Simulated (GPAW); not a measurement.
# ZnSe (Stilleite) (F-43m) in GPAW: a series of runs, part 2 of 2

GPAW 26.7.0. Earlier steps stand in the parts before.

### Step 3. Single point, HSE06

The input, run.py:

```python
from ase import Atoms
from ase.dft.bandgap import bandgap
from ase.io import write
from ase.parallel import parprint
from gpaw import GPAW, PW

atoms = Atoms(['Se', 'Zn'],
              cell=[[0.0, 2.8338, 2.8338],
                    [2.8338, 0.0, 2.8338],
                    [2.8338, 2.8338, 0.0]],
              scaled_positions=[[0.75, 0.75, 0.75],
                                [0.0, 0.0, 0.0]],
              pbc=True)

calc = GPAW(mode=PW(450),
            xc='HSE06',
            kpts={'size': (6, 6, 6), 'gamma': True},
            occupations={'name': 'fermi-dirac', 'width': 0.05},
            nbands=14,
            convergence={'density': 1e-05, 'energy': 1e-05},
            maxiter=60,
            txt='gpaw.txt')
atoms.calc = calc
energy = atoms.get_potential_energy()
forces = atoms.get_forces()
calc.write('gs.gpw')
write('result.traj', atoms)
parprint(f'Energy: {energy:.6f} eV')
parprint('Forces (eV/A):')
parprint(forces.round(4))
parprint('Fermi level:', round(calc.get_fermi_level(), 4), 'eV')
parprint(f'Gap: {bandgap(calc)[0]:.4f} eV, direct: {bandgap(calc, direct=True)[0]:.4f} eV')
```

Potentials or basis: GPAW PAW data sets (gpaw-data 1.2.1), pw.

On the command line:

```bash
> OMP_NUM_THREADS=1 mpirun -n 8 gpaw python run.py
```

gpaw.txt:

```text
__  _  _
 | _ |_)|_||  |
 |__||  | ||/\| - 26.7.0

Input parameters:
  mode=PW(ecut=450.00000000000006),
  convergence={'density': 1e-05, 'energy': 1e-05},
  kpts=MonkhorstPack(size=(6, 6, 6), gamma=True),
  maxiter=60,
  nbands=14,
  occupations=Occupations(name='fermi-dirac', width=0.05),
  xc=XC(name='HSE06')

Diagonalizing LCAO Hamiltonian
Converting LCAO to pw mode

                    Se

       Zn

Atoms  # Å, Bohr magnetons
|   | symbol |        x |        y |        z |    initial magnetic moments |
|---|--------|----------|----------|----------|-----------------------------|
| 0 |     Se | 4.250700 | 4.250700 | 4.250700 | ( 0.0000,  0.0000,  0.0000) |
| 1 |     Zn | 0.000000 | 0.000000 | 0.000000 | ( 0.0000,  0.0000,  0.0000) |

Unit cell  # Å
| periodic |        x |        y |        z |  lengths |    angles |
|----------|----------|----------|----------|----------|-----------|
|      yes | 0.000000 | 2.833800 | 2.833800 | 4.007598 | 60.000000 |
|      yes | 2.833800 | 0.000000 | 2.833800 | 4.007598 | 60.000000 |
|      yes | 2.833800 | 2.833800 | 0.000000 | 4.007598 | 60.000000 |

Number of symmetries: 24
Symmetry operations  # r_c * U_cc + t_c -> r_c
|    | kind |            matrix            |
|----|------|------------------------------|
|  0 |  E   |  1, 0, 0,  0, 1, 0,  0, 0, 1 |
|  1 |  σ   |  1, 0, 0,  0, 0, 1,  0, 1, 0 |
|  2 |  σ   |  1, 0,-1,  0, 1,-1,  0, 0,-1 |
|  3 |  C3  |  1, 0,-1,  0, 0,-1,  0, 1,-1 |
[... 156 lines left out ...]
|---------|-|-------------|-------|-------|
|iter:   1| |-1069.558354 | +0.24 |       |
|iter:   2| |  -26.869825 | -0.06 | -0.85 |
|iter:   3| |  -27.181137 | -1.17 | -1.18 |
|iter:   4| |  -27.074213 | -2.08 | -1.30 |
|iter:   5| |  -27.045595 | -1.95 | -1.45 |
|iter:   6| |  -27.046653 | -2.53 | -1.64 |
|iter:   7| |  -27.036947 | -2.92 | -1.82 |
|iter:   8| |  -27.037614 | -3.97 | -2.49 |
|iter:   9| |  -27.037522 | -4.58 | -3.05 |
|iter:  10| |  -27.037557c| -5.00 | -3.20 |
|iter:  11| |  -27.037547c| -5.82 | -3.27 |
|iter:  12| |  -27.037540c| -6.70 | -3.46 |
|iter:  13| |  -27.037529c| -5.59 | -3.71 |
|iter:  14| |  -27.037528c| -6.77 | -4.84 |
|iter:  15| |  -27.037528c| -8.04c| -4.96 |
|iter:  16| |  -27.037529c| -8.40c| -5.34c|

Converged in 16 steps
Energy contributions relative to reference atoms: (reference = -114964.858784)

Energy contributions:
  Kinetic:          18.436271
  Coulomb:         -15.119465
  Zero:             -0.258799
  External:          0.000000
  Xc:             1028.949783
  Entropy:          -0.000000
  Spinorbit:         0.000000
  Hybrid_Xc_Cc:      -959.361168
  Hybrid_Xc_Vc:       -47.831935
  Hybrid_Xc_Vv:       -51.852217
  ----------------------------
  Free energy:     -27.037529
  Extrapolated:    -27.037529

dipole moment: (-6.926940, -6.926940, -6.926940)  # |e|*Ang

Fermi level: 4.236
Eigenvalues  # (at kpt = [0.000, 0.000, 0.000])
| band index |      eig [eV] | occ [0-2] |
|------------|---------------|-----------|
|          0 |       -11.148 |     2.000 |
|          1 |        -4.941 |     2.000 |
|          2 |        -4.941 |     2.000 |
|          3 |        -4.941 |     2.000 |
|          4 |        -4.619 |     2.000 |
|          5 |        -4.619 |     2.000 |
|          6 |         3.249 |     2.000 |
|          7 |         3.249 |     2.000 |
|          8 |         3.249 |     2.000 |
|          9 |         5.535 |     0.000 |
|         10 |        10.164 |     0.000 |
|         11 |        10.164 |     0.000 |
|         12 |        10.164 |     0.000 |
|         13 |        14.422 |     0.000 |

Gap: 2.286 eV
Transition (v -> c):
  (s=0, k=0, n=8, [0.00, 0.00, 0.00]) -> (s=0, k=0, n=9, [0.00, 0.00, 0.00])
No difference between direct/indirect transitions

Forces  # eV/Ang
|        x |        y |       z |
|----------|----------|---------|
|  0.00000 |  0.00000 | 0.00000 |  # Se   0
| -0.00000 | -0.00000 | 0.00000 |  # Zn   1

# Writing to gs.gpw (mode='')
```

It took 46 min on 8 MPI ranks of Intel Xeon at 2.50GHz (Skylake/Cascade Lake), shared host; peak memory 0.22 GiB.

What came out:

| Property | Result |
| --- | --- |
| Free energy | -27.0375 eV |
| Band gap on the k mesh | 2.29 eV, direct |

Caveat: the PAW data sets were made with another functional, which shifts forces and pressure a little.

### Step 4. Single point, PBE0

run.py: that of step 3 with these lines changed.

```diff
@@ -15,3 +15,3 @@
 calc = GPAW(mode=PW(450),
-            xc='HSE06',
+            xc='PBE0',
             kpts={'size': (6, 6, 6), 'gamma': True},
```

Potentials or basis: GPAW PAW data sets (gpaw-data 1.2.1), pw.

On the command line:

```bash
> OMP_NUM_THREADS=1 mpirun -n 8 gpaw python run.py
```

gpaw.txt:

```text
__  _  _
 | _ |_)|_||  |
 |__||  | ||/\| - 26.7.0

Input parameters:
  mode=PW(ecut=450.00000000000006),
  convergence={'density': 1e-05, 'energy': 1e-05},
  kpts=MonkhorstPack(size=(6, 6, 6), gamma=True),
  maxiter=60,
  nbands=14,
  occupations=Occupations(name='fermi-dirac', width=0.05),
  xc=XC(name='PBE0')

Diagonalizing LCAO Hamiltonian
Converting LCAO to pw mode

                    Se

       Zn

Atoms  # Å, Bohr magnetons
|   | symbol |        x |        y |        z |    initial magnetic moments |
|---|--------|----------|----------|----------|-----------------------------|
| 0 |     Se | 4.250700 | 4.250700 | 4.250700 | ( 0.0000,  0.0000,  0.0000) |
| 1 |     Zn | 0.000000 | 0.000000 | 0.000000 | ( 0.0000,  0.0000,  0.0000) |

Unit cell  # Å
| periodic |        x |        y |        z |  lengths |    angles |
|----------|----------|----------|----------|----------|-----------|
|      yes | 0.000000 | 2.833800 | 2.833800 | 4.007598 | 60.000000 |
|      yes | 2.833800 | 0.000000 | 2.833800 | 4.007598 | 60.000000 |
|      yes | 2.833800 | 2.833800 | 0.000000 | 4.007598 | 60.000000 |

Number of symmetries: 24
Symmetry operations  # r_c * U_cc + t_c -> r_c
|    | kind |            matrix            |
|----|------|------------------------------|
|  0 |  E   |  1, 0, 0,  0, 1, 0,  0, 0, 1 |
|  1 |  σ   |  1, 0, 0,  0, 0, 1,  0, 1, 0 |
[... 152 lines left out ...]
maximum number of iterations: 60

IBZ(<points: 16, symmetries: 24>)
Occupied bands: 9
SCF iterations
|iter     | |      energy | eigst |  dens |
|---------|-|-------------|-------|-------|
|iter:   1| |-1076.882918 | +0.22 |       |
|iter:   2| |   -7.559164 | -0.10 | -0.86 |
|iter:   3| |   -7.891642 | -1.14 | -1.16 |
|iter:   4| |   -7.788420 | -2.04 | -1.28 |
|iter:   5| |   -7.767694 | -1.94 | -1.44 |
|iter:   6| |   -7.770480 | -3.26 | -1.65 |
|iter:   7| |   -7.763129 | -2.74 | -1.83 |
|iter:   8| |   -7.764113 | -4.03 | -2.50 |
|iter:   9| |   -7.763860 | -3.74 | -2.85 |
|iter:  10| |   -7.763746 | -5.08 | -2.78 |
|iter:  11| |   -7.763714c| -5.26 | -2.97 |
|iter:  12| |   -7.763654c| -5.32 | -3.21 |
|iter:  13| |   -7.763640c| -5.06 | -3.63 |
|iter:  14| |   -7.763642c| -6.29 | -4.84 |
|iter:  15| |   -7.763642c| -7.53c| -4.72 |
|iter:  16| |   -7.763642c| -8.88c| -5.34c|

Converged in 16 steps
Energy contributions relative to reference atoms: (reference = -114964.858784)

Energy contributions:
  Kinetic:          20.617935
  Coulomb:         -16.944816
  Zero:             -0.307420
  External:          0.000000
  Xc:             1055.450472
  Entropy:          -0.000000
  Spinorbit:         0.000000
  Hybrid_Xc_Cc:      -959.361168
  Hybrid_Xc_Vc:       -47.866751
  Hybrid_Xc_Vv:       -59.351894
  ----------------------------
  Free energy:      -7.763642
  Extrapolated:     -7.763642

dipole moment: (-6.904952, -6.904952, -6.904952)  # |e|*Ang

Fermi level: 4.384
Eigenvalues  # (at kpt = [0.000, 0.000, 0.000])
| band index |      eig [eV] | occ [0-2] |
|------------|---------------|-----------|
|          0 |       -11.578 |     2.000 |
|          1 |        -5.375 |     2.000 |
|          2 |        -5.375 |     2.000 |
|          3 |        -5.375 |     2.000 |
|          4 |        -5.051 |     2.000 |
|          5 |        -5.051 |     2.000 |
|          6 |         2.868 |     2.000 |
|          7 |         2.868 |     2.000 |
|          8 |         2.868 |     2.000 |
|          9 |         5.894 |     0.000 |
|         10 |        10.528 |     0.000 |
|         11 |        10.528 |     0.000 |
|         12 |        10.528 |     0.000 |
|         13 |        14.876 |     0.000 |

Gap: 3.026 eV
Transition (v -> c):
  (s=0, k=0, n=8, [0.00, 0.00, 0.00]) -> (s=0, k=0, n=9, [0.00, 0.00, 0.00])
No difference between direct/indirect transitions

Forces  # eV/Ang
|        x |        y |        z |
|----------|----------|----------|
|  0.00000 | -0.00000 | -0.00000 |  # Se   0
| -0.00000 |  0.00000 |  0.00000 |  # Zn   1

# Writing to gs.gpw (mode='')
```

stdout:

```text
Energy: -7.763642 eV
Forces (eV/A):
[[ 0. -0. -0.]
 [-0.  0.  0.]]
Fermi level: 4.3838 eV
Gap: 3.0262 eV, direct: 3.0262 eV
```

Run time: 53 min. Hardware: 8 MPI ranks of Intel Xeon at 2.50GHz (Skylake/Cascade Lake), shared host; peak memory 0.22 GiB.

What came out:

| Item | Value |
| --- | --- |
| Free energy | -7.7636 eV |
| Band gap on the k mesh | 3.03 eV, direct |

Caveat: the PAW data sets were made with another functional, which shifts forces and pressure a little.

### Step 5. Summary

```csv
level,potentials or basis,k mesh,cutoff (eV),maxiter,convergence,ranks,gap on the mesh (eV)
LDA,"the program's PAW data sets (release 1.2.1) made for this functional, pw",7 × 7 × 7,500,120,default,-,1.04
HSE06,"GPAW PAW data sets (gpaw-data 1.2.1), pw",6 × 6 × 6,450,60,-,8,2.29
PBE0,"GPAW PAW data sets (gpaw-data 1.2.1), pw",6 × 6 × 6,450,60,-,8,3.03
```

Alike in all rows: task single point; no spin polarisation; cell as given; smearing fermi-dirac 0.05 eV.

Caveats: the PAW data sets were made with another functional, which shifts forces and pressure a little (some runs); the cutoff is short for stress and forces, so pressures can be off by a GPa or more (some runs).

Total energies depend on the potentials used, so only differences within one code and one set of settings carry meaning.

### Step 6. How close it comes

Step 2. A measured gap of ZnSe is 2.695 eV (an exciton energy, a little under the gap; 300 K; “Alloy Disordering Effects on the Thermal Conductivity and Energy Gap Temperature Dependence of Cd1−xZnxSe Ternary Crystals Grown by the Bridgman Method”, 2023, pmc:10253836); the calculated 1.04 eV misses it by -1.65 eV. So large a miss can be the level of theory's own, or it may mean another phase, state or a wrong row. Spin-orbit coupling on Se is left out. The value is that of LDA, without temperature or zero-point motion. Semilocal functionals fall short of measured gaps as a rule.

Step 3. Measured gap of ZnSe: 2.695 eV (an exciton energy, a little under the gap; 300 K; “Alloy Disordering Effects on the Thermal Conductivity and Energy Gap Temperature Dependence of Cd1−xZnxSe Ternary Crystals Grown by the Bridgman Method”, 2023, pmc:10253836). This calculation gives 2.29 eV (-0.41 eV). Spin-orbit coupling on Se is left out. The value is that of HSE06, without temperature or zero-point motion.

Step 4. Against the measured gap of ZnSe, 2.695 eV (an exciton energy, a little under the gap; 300 K; “Alloy Disordering Effects on the Thermal Conductivity and Energy Gap Temperature Dependence of Cd1−xZnxSe Ternary Crystals Grown by the Bridgman Method”, 2023, pmc:10253836), the calculated 3.03 eV is off by +0.33 eV. Spin-orbit coupling on Se is left out. The value is that of PBE0, without temperature or zero-point motion.
